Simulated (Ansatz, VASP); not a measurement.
**BN in VASP and in Ansatz**

The input INCAR:

```
SYSTEM = BN
  PREC = Accurate
  ENCUT = 520
  EDIFF = 1E-7
  ISMEAR = -1
  SIGMA = 0.05
  LREAL = .False.
  LASPH = .True.
  NELM = 60
  ALGO = Normal
  ISIF = 2
  LWAVE = .False.
  LCHARG = .False.
  GGA = PE
  NBANDS = 11
```

Contents of KPOINTS:

```
Automatic mesh
0
Gamma
  13 13 9
  0 0 0
```

POSCAR

```
BN
1.0
    2.4741443238      0.0000000000      0.0000000000
   -1.2298612564      2.1468189082      0.0000000000
   -0.6221415337     -1.0734094541      2.9816898573
N B
1 1
Direct
    0.6685060000      0.3323850000      0.9849990000
    0.9796430000      0.9834990000      0.0018060000
```

The input input.yaml:

```yaml
crystal:
  lattice:
    - [2.4741443238, 0.0, 0.0]
    - [-1.2298612564, 2.1468189082, 0.0]
    - [-0.6221415337, -1.0734094541, 2.9816898573]
  atoms:
    - { symbol: "N", position: [0.668506, 0.332385, 0.984999] }
    - { symbol: B, position: [0.979643, 0.983499, 0.001806] }
hamiltonian:
  xc: pbe
  pseudopotentials: { kind: paw }
kpoints:
  mp_grid: { grid: [13, 13, 9] }
scf:
  occupations: { method: fermi_dirac, width: 0.05 }
output:
  forces: true
  stress: true
  eigenvalues: true
```

Change from the starting cell: volume scaled by 0.96.

Alike in both runs: task single point; functional PBE; k mesh 13 × 13 × 9; occupations fermi-dirac, width 0.05 eV; no spin polarisation.

|  | VASP | Ansatz |
| --- | --- | --- |
| version | VASP 6.6.1 | Ansatz 0.2.0 |
| potentials or method | VASP PAW PBE potentials, release 64 (N, B) | Ansatz PAW |
| plane-wave cutoff (eV) | 520 | 420 |
| valence electrons in the cell | 8 | 8 |

Ansatz gave:

| Property | Result |
| --- | --- |
| gap on the k mesh at the Fermi level (eV) | 2.82 |
| least direct gap on the mesh (eV) | 4.64 |
| pressure (GPa) | 17.1 |
| largest component of the traceless stress (GPa) | 11.50 |
| rms of the force components (eV/Å) | 1.726 |

Q: Estimate VASP's values.

A: gap on the k mesh at the Fermi level (eV): 2.81; least direct gap on the mesh (eV): 4.63; pressure (GPa): 17.1; largest component of the traceless stress (GPa): 11.61; rms of the force components (eV/Å): 1.721.

Atom by atom the forces differ by 0.006 eV/Å (rms over components). The functional is the same, so the differences come from potentials, cutoffs and numerics.

Caveats: forces of over 1 eV/Å show positions far from the minimum, so gaps and moduli don't describe the material at rest; an odd mesh through Γ misses points on the zone boundary, where band edges often lie (VASP); odd divisions of the mesh miss points on the zone boundary, where band edges often lie, so the gap on the mesh can be too wide (Ansatz); the pressure holds a Pulay correction of +0.7 GPa for the finite cutoff (Ansatz).
